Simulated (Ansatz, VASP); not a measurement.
# SiN: VASP beside Ansatz

```xyz
2
Lattice="0.0000 2.1285 2.1285 2.1285 0.0000 2.1285 2.1285 2.1285 0.0000" Properties=species:S:1:pos:R:3 pbc="T T T"
Si    0.0000    0.0000    0.0000
N     2.1285    2.1285    2.1285
```

Alike in both runs: functional PBE; k mesh 10 × 10 × 10; occupations gaussian, width 0.1 eV; no spin polarisation.

Ansatz relaxed the structure, and its values are those at the end. VASP's run is a single point on that final structure, the one shown.

|  | VASP | Ansatz |
| --- | --- | --- |
| version | VASP 6.6.1 | Ansatz 0.2.0 |
| potentials or method | VASP PAW PBE potentials, release 64 (Si, N) | scalar-relativistic, plane waves, PAW |
| plane-wave cutoff (eV) | 520 | 420 |
| valence electrons in the cell | 9 | 9 |

|  | VASP | Ansatz | Ansatz less VASP |
| --- | --- | --- | --- |
| gap on the k mesh at the Fermi level (eV) | none | none | - |
| pressure (GPa) | 0.1 | 0.1 | -0.02 |

A gap of «none» marks a metal or a gap that the smearing closes.
